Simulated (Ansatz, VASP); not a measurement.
## C: VASP beside Ansatz

The input INCAR:

```
SYSTEM = C
PREC = Accurate ; ENCUT = 600
EDIFF = 1E-7 ; ISMEAR = 0
SIGMA = 0.1 ; LREAL = .FALSE.
LASPH = .TRUE. ; NELM = 80
ALGO = Normal ; ISIF = 3
LWAVE = .FALSE. ; LCHARG = .FALSE.
GGA = PS ; IBRION = 2
NSW = 90 ; EDIFFG = -0.04
```

File KPOINTS:

```
Automatic mesh
0
G
  8 8 8
  0 0 0
```

Contents of POSCAR:

```
C
1.0
   -1.4422620478      1.4422620478      1.4422620478
    1.4422620478     -1.4422620478      1.4422620478
    1.4422620478      1.4422620478     -1.4422620478
C
1
Direct
    0.0000000000      0.0000000000      0.0000000000
```

Input for Ansatz:

```yaml
crystal:
  lattice:
    - [-1.4422620478, 1.4422620478, 1.4422620478]
    - [1.4422620478, -1.4422620478, 1.4422620478]
    - [1.4422620478, 1.4422620478, -1.4422620478]
  atoms:
    - { symbol: C, position: [0.0, 0.0, 0.0] }
basis:
  ecutwfc: 420
kpoints:
  mp_grid: { grid: [8, 8, 8] }
hamiltonian:
  xc: pbesol
scf:
  occupations: { method: gaussian, width: 0.1 }
  lower_state_search: "off"
output:
  forces: true
  stress: true
  eigenvalues: true
relax:
  adjacent_minimum: "off"
  f_tol: 0.04
  max_steps: 70
  cell: { stress_tol: 0.4 }
```

Alike in both runs: task relaxation of cell and atoms; functional PBEsol; k mesh 8 × 8 × 8; occupations gaussian, width 0.1 eV; no spin polarisation.

|  | VASP | Ansatz |
| --- | --- | --- |
| version | VASP 6.6.1 | Ansatz 0.2.0 |
| potentials or method | VASP PAW PBE potentials, release 64 (C) | scalar-relativistic, plane waves, PAW |
| plane-wave cutoff (eV) | 600 | 420 |
| valence electrons in the cell | 4 | 4 |

|  | VASP | Ansatz | Ansatz less VASP |
| --- | --- | --- | --- |
| gap on the k mesh at the Fermi level, each at its own relaxed structure (eV) | none | none | - |
| relaxed volume (Å³/atom) | 6.25 | 6.26 | +0.009 |
| relaxed cell length with the largest relative difference (Å) | 2.010 | 2.011 | +0.0010 |
| energy change over the relaxation (meV/atom) | -1035 | -1034 | +1.3 |

A gap of «none» marks a metal or a gap that the smearing closes.

Caveats: the k mesh is coarse (spacing up to 0.39 Å⁻¹), so the values aren't converged; the volume moved by over 15 % at a fixed basis, so the end points are rough (VASP); the PAW data sets were made with another functional, which shifts forces and pressure a little (VASP).
